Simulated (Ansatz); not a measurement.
Nuclear-site quantities of NaCl as the cell is scaled

```
CELL_PARAMETERS angstrom
2.86000 0.00000 0.00000
0.00000 2.86000 0.00000
0.00000 0.00000 2.86000
ATOMIC_POSITIONS crystal
Na 0.00000 0.00000 0.00000
Cl 0.50000 0.50000 0.50000
```

Atoms are numbered in the order listed.

The cell comes from COD entry 2104025, which wasn't checked; take it as a given geometry.

All numbers below come from DFT, PBEsol, all-electron PAW with datasets made for the crystal, scalar-relativistic in Ansatz 0.2.0.

Numerical set-up: a Γ-centred 9×9×9 k mesh, Fermi–Dirac smearing of 0.03 eV, cutoff 280 eV (chosen by the program for this cell), no spin polarisation.

The contact density is the mean electron density over the nuclear volume; its changes follow the s electrons' response to bonding and compression. Changes below are taken from the unscaled cell, where it is 5880.24 e/Å³ at Na1, 24039.9 e/Å³ at Cl2.

Volumes at which the program chose other datasets or cutoffs are left out.

The datasets are made afresh for each cell, so very small changes are uncertain.

Q: Does compression raise or lower the contact density at Na1?

A: It raises it, by 0.24 e/Å³ over the whole range.

Q: Tabulate the changes with volume.

A: 
| V/V(cell) | P (GPa) | Δρ(0) Na1 (e/Å³) | Δρ(0) Cl2 (e/Å³) |
| --- | --- | --- | --- |
| 1.0000 | 59.4 | 0.00 | 0.00 |
| 1.0100 | 57.1 | -0.04 | 0.01 |
| 1.0200 | 54.8 | -0.08 | 0.03 |
| 1.0400 | 50.5 | -0.16 | 0.05 |
| 1.0600 | 46.5 | -0.24 | 0.09 |
